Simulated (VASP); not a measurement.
# TiO: band structure with SCAN

Crystal: TiO.

```xyz
2
Lattice="3.0310 0.0000 0.0000 -1.5155 2.6249 0.0000 0.0000 0.0000 3.2377" Properties=species:S:1:pos:R:3 pbc="T T T"
Ti    1.5155    0.8750    0.0000
O     0.0000    0.0000    1.6188
```

```
Program                : VASP 6.6.1
Task                   : band structure
Functional             : SCAN
Potentials or basis    : VASP PAW PBE potentials, release 64 (Ti_sv, O)
Cutoff                 : 520 eV
k mesh                 : 10 × 10 × 8
Occupations            : fermi-dirac, width 0.05 eV
Spin                   : no spin polarisation
Further INCAR settings : ALGO = Normal; EDIFF = 1e-07
```

| Item | Value |
| --- | --- |
| Pressure | -39.8 GPa |
| Band gap on the k mesh | 0.17 eV, direct |
| Band gap along the path | 0.17 eV, direct |

Stress tensor (GPa, compression positive):
```
-32.82   0.00   0.00
  0.00 -32.82   0.00
  0.00   0.00 -53.74
```

Levels at the corners of the path, in eV from the valence-band top:
```tsv
point	band 7	band 8	band 9	band 10	band 11	band 12
Γ	-4.01	-4.01	-2.45	0.93	1.10	1.10
M	-5.19	-4.04	-1.64	1.42	1.59	2.13
M	-5.19	-4.04	-1.64	1.42	1.59	2.13
K	-5.69	-5.17	-0.07	0.61	0.77	1.01
K	-5.69	-5.17	-0.07	0.61	0.77	1.01
Γ	-4.01	-4.01	-2.45	0.93	1.10	1.10
Γ	-4.01	-4.01	-2.45	0.93	1.10	1.10
A	-3.76	-3.76	0.00	0.17	0.17	1.86
A	-3.76	-3.76	0.00	0.17	0.17	1.86
L	-6.17	-4.71	-0.88	1.26	1.91	2.28
L	-6.17	-4.71	-0.88	1.26	1.91	2.28
H	-6.11	-5.09	-0.39	1.39	1.71	2.34
H	-6.11	-5.09	-0.39	1.39	1.71	2.34
A	-3.76	-3.76	0.00	0.17	0.17	1.86
L	-6.17	-4.71	-0.88	1.26	1.91	2.28
M	-5.19	-4.04	-1.64	1.42	1.59	2.13
K	-5.69	-5.17	-0.07	0.61	0.77	1.01
H	-6.11	-5.09	-0.39	1.39	1.71	2.34
```

Wall time 76 s on 1 thread of Intel(R) Xeon(R) 6975P-C (Granite Rapids) (shared host), peak memory 0.17 GiB.

Caveat: a pressure of tens of GPa on the cell as given is suspect, and the run, the potentials or the cell itself is likely at fault; the PAW data sets were made with another functional, which shifts forces and pressure a little. SCAN opens gaps a little over a GGA but as a rule still falls short of measured ones.
